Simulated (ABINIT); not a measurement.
Wanted: the native input for an ABINIT 10.8.3 (patched build) run.

```yaml
Task: single point
Functional: PBE
Potentials_or_basis: JTH PAW PBE v2.0
Cutoff: 517 eV
k_mesh: 10 × 10 × 6
Occupations: fermi-dirac, width 0.05 eV
Spin: no spin polarisation
Fine-grid_cutoff: 1034.03 eV
Exchange_and_correlation_inside_the_PAW_spheres: full angular mesh (pawxcdev 0, this build's default; the released program takes 1)
```

The system is W2C.

```xyz
3
Lattice="3.0700 0.0000 0.0000 -1.5350 2.6587 0.0000 0.0000 0.0000 4.6784" Properties=species:S:1:pos:R:3 pbc="T T T"
W     1.5441    0.9189    1.1592
W    -0.0325    1.7448    3.4786
C    -0.0060    0.0098   -0.0064
```

The cell comes from a database or a generator and needn't be the stable form of this composition.

The cell isn't the ideal one: atoms moved at random, drawn with an rms of 0.05 Å.

The input as run:

run.abi

```
# Pseudopotentials
pp_dirpath "./"
pseudos "W.GGA_PBE-JTH.xml, C.GGA_PBE-JTH.xml"

# Structure
acell 3*1.0 Angstrom
rprim
     3.0700456420     0.0000000000     0.0000000000
    -1.5350228210     2.6587375167     0.0000000000
     0.0000000000     0.0000000000     4.6784280000
ntypat 2
znucl 74 6
natom 3
typat 1 1 2
xred
     0.6757660000     0.3456040000     0.2477720000
     0.3175570000     0.6562590000     0.7435470000
    -0.0001220000     0.0036770000    -0.0013640000
chkprim 0
chksymtnons 0
tolsym 1.0e-6

# Plane-wave basis
ecut 517.016339 eV
pawecutdg 38.0

# k points
kptopt 1
ngkpt 10 10 6
nshiftk 1
shiftk 0.0 0.0 0.0

# Exchange and correlation
ixc 11

# Bands and occupations
nband 20
occopt 3
tsmear 0.05 eV

# SCF cycle
nstep 100
tolvrs 1.0e-9

# Output
iomode 3
prtwf 0
prteig 0
prtebands 0
enunit 2
prtden 1
prtvha 1
prtvclmb 1
prtpot 1
```

Potentials or basis: JTH PAW PBE v2.0.

The run is started by

```console
$ abinit run.abi > log 2>&1
```

Results of the run:

* Pressure: -0.5 GPa
* Largest force: 0.487 eV/Å
* Band gap on the k mesh: none (metal or under the smearing width)
* Valence electrons inside the program's atomic spheres: W 11.77, 11.75; C 2.53

Caveat: the highest band is partly filled, so the run has too few bands.

Wall time 6 min on 1 thread of Intel(R) Xeon(R) Processor @ 2.70GHz, with other jobs on the host, peak memory 0.3 GiB.
